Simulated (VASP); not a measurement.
MnO:

```
CELL_PARAMETERS angstrom
0.00000 2.22200 2.22200
2.22200 0.00000 2.22200
2.22200 2.22200 0.00000
ATOMIC_POSITIONS crystal
Mn 0.00000 0.00000 0.00000
O 0.50000 0.50000 0.50000
```

Base run:

```yaml
Program: VASP 6.6.1
Functional: LDA
Potentials_or_basis: VASP PAW LDA potentials, release 64 (Mn_pv, O)
Cutoff: 520 eV
k_mesh: 7 × 7 × 7
Occupations: gaussian, width 0.05 eV
Spin: collinear spin, random start
Starting_moments: "[-4.67, 0.0] μB"
Hubbard_terms: Mn d U = 5 eV
```

Its results: band gap on the k mesh 0.52 eV, indirect (least direct gap 2.73 eV); pressure -4.3 GPa.

Task: The run is repeated on the same cell with these changes: spin from collinear spin, random start to no spin polarisation; further incar settings from ALGO = Fast; EDIFF = 1e-06 to ALGO = Fast; EDIFF = 1e-06; NBANDS = 16. What comes out?

Result: Band gap on the k mesh none (metal or under the smearing width); pressure -39.1 GPa.

Caveats: an odd mesh through Γ misses points on the zone boundary, where band edges often lie (some runs); a cell with one magnetic atom can't hold antiferromagnetic order, which such compounds often take (some runs); a pressure of tens of GPa on the cell as given is suspect, and the run, the potentials or the cell itself is likely at fault (some runs); an odd number of electrons without spin polarisation forces a metal (some runs); a magnetic or distorted state may lie lower (some runs); U without spin polarisation on a metal has little footing (some runs).
